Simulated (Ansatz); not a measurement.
Wires are cut from relaxed bulk BAs (F-43m, 13.90 Å³/atom, gap on the mesh 1.20 eV); atoms and period are relaxed, and energies count from that bulk. Caps count from half an H2 molecule.

Computed with DFT PBE, scalar-relativistic, plane waves, PAW in Ansatz.

Cutoff 420 eV, Gaussian smearing of 0.05 eV, energies at zero smearing, symmetry of each start kept, no spin polarisation.

| start | atoms | k mesh | excess energy (eV per host atom) | line energy (eV/Å) | period (Å) | gap on the mesh (eV) | highest filled level or Fermi level under vacuum (eV) |
| --- | --- | --- | --- | --- | --- | --- | --- |
| [111] wire, 8 host atoms a period with H caps | 22 | 1×1×4 | 0.024 | 0.023 | 8.535 | 4.68 | 6.32 |
| [111] wire, 12 host atoms a period with H caps | 30 | 1×1×4 | 0.043 | 0.062 | 8.386 | 4.22 | 6.09 |

Each run keeps its start's symmetry and one magnetic start, so lower states can exist.